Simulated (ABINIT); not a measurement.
# Pd (P6_3/mmc) in ABINIT: band structure with PBEsol

Aim: the band structure of Pd with PBEsol.

Everything below comes from runs of ABINIT 10.8.3 (patched build). Logs are shortened: lines on timing, memory, paths and dates and some standing lists are left out, and cuts for length are marked. The log counts tension as positive stress, the text compression.

### Step 1. The crystal as given

The structure is hexagonal, space group P6_3/mmc (No. 194). Conventional cell: a = 2.784 Å, b = 2.784 Å, c = 4.629 Å, α = 90.00°, β = 90.00°, γ = 120.00°. Pd (site symmetry -6m2) is surrounded by 12 Pd at 2.78 to 2.82 Å.

This isn't the form of Pd at room conditions, which is fcc.

### Step 2. Band structure, PBEsol

Input file run.abi:

```
# Datasets: ground state, then fixed potential
ndtset 2

# Pseudopotentials
pp_dirpath "./"
pseudos "Pd.upf"

# Structure
acell 5.2603645593 5.2603645593 8.7473400302
rprim
     1.0000000000     0.0000000000     0.0000000000
    -0.5000000000     0.8660254038     0.0000000000
     0.0000000000     0.0000000000     1.0000000000
ntypat 1
znucl 46
natom 2
typat 1 1
xred
     0.3333333333     0.6666666667     0.2500000000
     0.6666666667     0.3333333333     0.7500000000

# Plane-wave basis
ecut 41.0

# Exchange and correlation
ixc -116133

# Bands and occupations
occopt 3
tsmear 0.00183747

# SCF cycle
nstep 100

# Output
iomode 3
prtwf 0
prteig 0
prtebands 0
enunit 1
prtden1 1
prtvha1 1
prtvclmb1 1
prtpot1 1
prtelf1 1

# Dataset 1
kptopt1 1
ngkpt1 11 11 6
nshiftk1 1
shiftk1 0.0 0.0 0.0
nband1 22
tolvrs1 1.0e-10

# Dataset 2: bands along G-M-K-G-A-L-H-A
iscf2 -2
getden2 1
nband2 28
nbdbuf2 4
tolwfr2 1.0e-11
kptopt2 -7
ndivsm2 5
prteig2 1
prtvol2 -3
kptbounds2
     0.0000000000     0.0000000000     0.0000000000
     0.5000000000     0.0000000000     0.0000000000
     0.3333333333     0.3333333333     0.0000000000
     0.0000000000     0.0000000000     0.0000000000
     0.0000000000     0.0000000000     0.5000000000
     0.5000000000     0.0000000000     0.5000000000
     0.3333333333     0.3333333333     0.5000000000
     0.0000000000     0.0000000000     0.5000000000
```

Potentials or basis: PseudoDojo NC SR PBEsol v0.4.1 standard.

The run is started by

```bash
> abinit run.abi > log 2>&1
```

run.abo:

```text
.Version 10.8.3 of ABINIT
 DATASET    1 : space group P6_3/m m c (#194); Bravais hP (primitive hexag.)
================================================================================
 Values of the parameters that define the memory need for DATASET  1.
     intxc =       0    ionmov =       0      iscf =       7    lmnmax =       6
     lnmax =       6     mgfft =      54  mpssoang =       3    mqgrid =    3001
     natom =       2  nloc_mem =       1    nspden =       1   nspinor =       1
    nsppol =       1      nsym =      24    n1xccc =    2501    ntypat =       1
    occopt =       3   xclevel =       2
       mpw =        2655          nfft =       55296          nkpt =          64
================================================================================
================================================================================

 DATASET    2 : space group P6_3/m m c (#194); Bravais hP (primitive hexag.)
================================================================================
 Values of the parameters that define the memory need for DATASET  2.
     intxc =       0    ionmov =       0      iscf =      -2    lmnmax =       6
     lnmax =       6     mgfft =      54  mpssoang =       3    mqgrid =    3001
     natom =       2  nloc_mem =       1    nspden =       1   nspinor =       1
    nsppol =       1      nsym =      24    n1xccc =    2501    ntypat =       1
    occopt =       3   xclevel =       2
       mpw =        2660          nfft =       55296          nkpt =          60
================================================================================
================================================================================

--------------------------------------------------------------------------------
------------- Echo of variables that govern the present computation ------------
--------------------------------------------------------------------------------
 -outvars: echo values of preprocessed input variables --------
            acell      5.2603645593E+00  5.2603645593E+00  8.7473400302E+00 Bohr
              amu      1.06420000E+02
             ecut      4.10000000E+01 Hartree
           enunit           1
           getden1          0
           getden2          1
             iscf1          7
             iscf2         -2
              ixc     -116133
           jdtset        1    2
           kptopt1          1
           kptopt2         -7
         kptrlatt       11    0    0      0   11    0      0    0    6
          kptrlen1     5.24840402E+01
          kptrlen2     3.00000000E+01
            natom           2
            nband1         22
            nband2         28
           nbdbuf1          0
           nbdbuf2          4
           ndtset           2
           ndivsm1          0
           ndivsm2          5
            ngfft          32      32      54
             nkpt1         64
             nkpt2         60
            nstep         100
             nsym          24
           ntypat           1
           occopt           3
        prtebands           0
           prteig1          0
           prteig2          1
           prtelf1          1
           prtelf2          0
           prtpot1          1
           prtpot2          0
         prtvclmb1          1
         prtvclmb2          0
           prtvha1          1
           prtvha2          0
           prtvol1          0
           prtvol2         -3
            prtwf           0
            rprim      1.0000000000E+00  0.0000000000E+00  0.0000000000E+00
                      -5.0000000000E-01  8.6602540380E-01  0.0000000000E+00
                       0.0000000000E+00  0.0000000000E+00  1.0000000000E+00
           shiftk1     0.00000000E+00  0.00000000E+00  0.00000000E+00
           shiftk2     5.00000000E-01  5.00000000E-01  5.00000000E-01
          spgroup         194
[... 209 lines left out ...]
 Non-SCF case, kpt    1 (  0.00000  0.00000  0.00000), residuals and eigenvalues=
  3.62E-12  5.14E-12  9.97E-12  1.90E-12  3.70E-12  2.03E-12  1.97E-12  8.80E-12
  7.65E-12  1.35E-12  2.18E-12  2.38E-12  1.62E-12  1.47E-12  6.37E-12  3.61E-12
  4.10E-12  2.40E-12  2.62E-12  1.03E-12  5.99E-12  1.76E-12  8.82E-12  6.73E-12
  4.00E-09  1.03E-08  1.52E-06  6.52E-06
 -2.6604E+00 -2.6589E+00 -1.4056E+00 -1.3971E+00 -1.3971E+00 -1.3955E+00
 -1.3955E+00 -1.3937E+00  1.7091E-01  2.4024E-01  3.2281E-01  3.2974E-01
  3.2974E-01  3.4186E-01  3.4186E-01  3.6594E-01  3.6594E-01  4.1524E-01
  4.1524E-01  4.5534E-01  6.6529E-01  1.0538E+00  1.1130E+00  1.1419E+00
  1.2212E+00  1.2212E+00  1.3117E+00  1.3126E+00
 Non-SCF case, kpt    2 (  0.05000  0.00000  0.00000), residuals and eigenvalues=
  4.38E-12  3.02E-12  5.57E-12  5.04E-12  4.10E-12  5.52E-12  1.27E-12  4.78E-12
  6.51E-13  7.36E-13  5.42E-12  2.80E-12  1.23E-12  1.62E-12  2.92E-12  1.54E-12
  9.04E-12  9.91E-13  8.62E-13  6.43E-13  2.12E-12  1.82E-12  2.27E-12  5.03E-12
[... 572 lines left out ...]
 -1.3964E+00 -1.3964E+00  2.3283E-01  2.3283E-01  3.1926E-01  3.1926E-01
  3.2981E-01  3.2981E-01  3.3015E-01  3.3015E-01  3.9900E-01  3.9900E-01
  4.0128E-01  4.0128E-01  9.2745E-01  9.2745E-01  1.0717E+00  1.0717E+00
  1.2036E+00  1.2036E+00  1.2192E+00  1.2192E+00
 Non-SCF case, kpt   60 (  0.00000  0.00000  0.50000), residuals and eigenvalues=
  2.90E-12  4.41E-12  7.87E-13  2.24E-12  3.41E-12  6.44E-12  3.73E-12  5.64E-12
  4.09E-12  8.07E-12  1.06E-12  4.58E-12  9.64E-13  3.94E-12  2.59E-12  4.97E-12
  8.70E-13  2.55E-12  2.42E-12  2.80E-12  7.13E-12  8.04E-12  2.01E-12  9.68E-12
  8.87E-12  1.50E-11  1.97E-11  4.42E-11
 -2.6597E+00 -2.6597E+00 -1.3997E+00 -1.3997E+00 -1.3963E+00 -1.3963E+00
 -1.3963E+00 -1.3963E+00  2.2989E-01  2.2989E-01  3.2409E-01  3.2409E-01
  3.2821E-01  3.2821E-01  3.2821E-01  3.2821E-01  3.9931E-01  3.9931E-01
  3.9931E-01  3.9931E-01  9.2533E-01  9.2533E-01  1.0711E+00  1.0711E+00
  1.2237E+00  1.2237E+00  1.2237E+00  1.2237E+00

--- !ResultsGS
iteration_state: {dtset: 2, }
comment   : Summary of ground state results
lattice_vectors:
- [  5.2603646,   0.0000000,   0.0000000, ]
- [ -2.6301823,   4.5556093,   0.0000000, ]
- [  0.0000000,   0.0000000,   8.7473400, ]
lattice_lengths: [   5.26036,    5.26036,    8.74734, ]
lattice_angles: [ 90.000,  90.000, 120.000, ] # degrees, (23, 13, 12)
lattice_volume:   2.0962271E+02
convergence: {deltae:  0.000E+00, res2:  0.000E+00, residm:  9.973E-12, diffor:  0.000E+00, }
etotal    :  -2.69719073E+02
entropy   :   0.00000000E+00
fermie    :   4.23564100E-01
cartesian_stress_tensor: null
pressure_GPa: null
xred      :
- [  3.3333E-01,   6.6667E-01,   2.5000E-01, Pd]
- [  6.6667E-01,   3.3333E-01,   7.5000E-01, Pd]
cartesian_forces: null
force_length_stats: {min: null, max: null, mean: null, }
...

 Integrated electronic density in atomic spheres:
 ------------------------------------------------
 Atom  Sphere_radius  Integrated_density
    1        2.00000         15.20796896
    2        2.00000         15.20796896
================================================================================

 ----iterations are completed or convergence reached----

 Mean square residual over all n,k,spin=   40.587E-13; max=  99.728E-13
 reduced coordinates (array xred) for    2 atoms
       0.333333333333      0.666666666667      0.250000000000
       0.666666666667      0.333333333333      0.750000000000

 cartesian coordinates (angstrom) at end:
    1     -0.00000000000000     1.60714976247844     1.15722324921528
    2      1.39183252196745     0.80357488123922     3.47166974764583
 length scales=  5.260364559300  5.260364559300  8.747340030200 bohr
              =  2.783665043935  2.783665043935  4.628892996861 angstroms
 Eigenvalues (   eV  ) for nkpt=  60  k points:
 kpt#   1, nband= 28, wtk=  1.00000, kpt=  0.0000  0.0000  0.0000 (reduced coord)
 -72.39265  -72.35303  -38.24904  -38.01777  -38.01777  -37.97321  -37.97321  -37.92352
   4.65059    6.53716    8.78416    8.97269    8.97269    9.30258    9.30258    9.95780
   9.95780   11.29916   11.29916   12.39040   18.10351   28.67414   30.28692   31.07383
  33.22995   33.22995   35.69219   35.71692
 kpt#   2, nband= 28, wtk=  1.00000, kpt=  0.0500  0.0000  0.0000 (reduced coord)
 -72.39167  -72.35249  -38.24638  -38.02456  -38.01989  -37.98021  -37.97446  -37.92446
   4.72952    6.59397    8.73101    9.01764    9.02451    9.27619    9.35045    9.90218
   9.92482   10.90899   11.31355   12.87599   18.10616   28.68526   30.37940   30.95124
  32.59953   32.71770   34.55748   35.75066
 kpt#   3, nband= 28, wtk=  1.00000, kpt=  0.1000  0.0000  0.0000 (reduced coord)
 -72.38881  -72.35092  -38.23855  -38.04427  -38.02601  -38.00047  -37.97816  -37.92730
   4.96105    6.75342    8.60798    9.10334    9.17732    9.23170    9.49135    9.69277
   9.83391   10.37879   11.35067   13.73751   18.11711   28.48843   30.37907   30.63430
  31.43973   32.49636   33.07184   35.91632
 kpt#   4, nband= 28, wtk=  1.00000, kpt=  0.1500  0.0000  0.0000 (reduced coord)
 -72.38431  -72.34852  -38.22598  -38.07501  -38.03541  -38.03182  -37.98402  -37.93210
[... 269 lines left out ...]
 -72.36960  -72.36960  -38.09533  -38.09533  -38.01338  -38.01338  -38.00284  -38.00284
   6.56284    6.56284    8.47065    8.47065    8.96436    8.96436    9.13119    9.13119
  10.83553   10.83553   11.06879   11.06879   25.40461   25.40461   29.10550   29.10550
  31.51208   31.51208   32.96075   32.96075
 kpt#  59, nband= 28, wtk=  1.00000, kpt=  0.0303  0.0303  0.5000 (reduced coord)
 -72.37203  -72.37203  -38.08911  -38.08911  -38.00064  -38.00064  -37.99739  -37.99739
   6.33562    6.33562    8.68761    8.68761    8.97470    8.97470    8.98385    8.98385
  10.85735   10.85735   10.91928   10.91928   25.23712   25.23712   29.16367   29.16367
  32.75089   32.75089   33.17478   33.17478
 kpt#  60, nband= 28, wtk=  1.00000, kpt=  0.0000  0.0000  0.5000 (reduced coord)
 -72.37287  -72.37287  -38.08765  -38.08765  -37.99552  -37.99552  -37.99552  -37.99552
   6.25550    6.25550    8.81891    8.81891    8.93117    8.93117    8.93117    8.93117
  10.86572   10.86572   10.86572   10.86572   25.17959   25.17959   29.14616   29.14616
  33.29915   33.29915   33.29915   33.29915

== END DATASET(S) ==============================================================
================================================================================

 -outvars: echo values of variables after computation  --------
            acell      5.2603645593E+00  5.2603645593E+00  8.7473400302E+00 Bohr
           etotal1    -2.6971907348E+02
            fcart1    -0.0000000000E+00  1.1821229703E-28 -0.0000000000E+00
                      -0.0000000000E+00 -1.1821229703E-28 -0.0000000000E+00
            rprim      1.0000000000E+00  0.0000000000E+00  0.0000000000E+00
                      -5.0000000000E-01  8.6602540380E-01  0.0000000000E+00
                       0.0000000000E+00  0.0000000000E+00  1.0000000000E+00
           strten1     3.6276724124E-04  3.6276723968E-04  3.4733937421E-04
                       0.0000000000E+00  0.0000000000E+00  0.0000000000E+00
           xangst     -8.0542189207E-18  1.6071497625E+00  1.1572232492E+00
                       1.3918325220E+00  8.0357488124E-01  3.4716697476E+00
             xred      3.3333333333E-01  6.6666666667E-01  2.5000000000E-01
                       6.6666666667E-01  3.3333333333E-01  7.5000000000E-01
 Calculation completed.
```

It took 2.3 min on 1 thread of Arm Neoverse V2, shared host; peak memory 0.13 GiB.

Results:

| Property | Result |
| --- | --- |
| Free energy | -7339.4299 eV |
| Pressure | -10.5 GPa |
| Band gap on the k mesh | none (metal or under the smearing width) |
| Valence electrons inside the program's atomic spheres | Pd 15.21 (radii [1.0584] Å) |

Levels at the corners of the path, in eV from the Fermi level:
```
point  band 14  band 15  band 16  band 17  band 18  band 19  band 20  band 21  band 22  band 23
    Γ    -2.22    -2.22    -1.57    -1.57    -0.23    -0.23     0.86     6.58    17.15    18.76
    M    -2.02    -1.68     0.00     0.02     0.18     2.47     4.32     9.33     9.63    12.51
    K    -2.69    -1.72    -0.48    -0.48    -0.35     5.71     5.91     5.91    11.98    12.94
    Γ    -2.22    -2.22    -1.57    -1.57    -0.23    -0.23     0.86     6.58    17.15    18.76
    A    -2.59    -2.59    -2.59    -0.66    -0.66    -0.66    -0.66    13.65    13.65    17.62
    L    -1.44    -0.45    -0.45     0.11     0.11     2.56     2.56     7.81     7.81    16.12
    H    -2.63    -1.69    -1.69    -0.17    -0.17     6.70     6.70     8.43     8.43     8.98
    A    -2.59    -2.59    -2.59    -0.66    -0.66    -0.66    -0.66    13.65    13.65    17.62
```
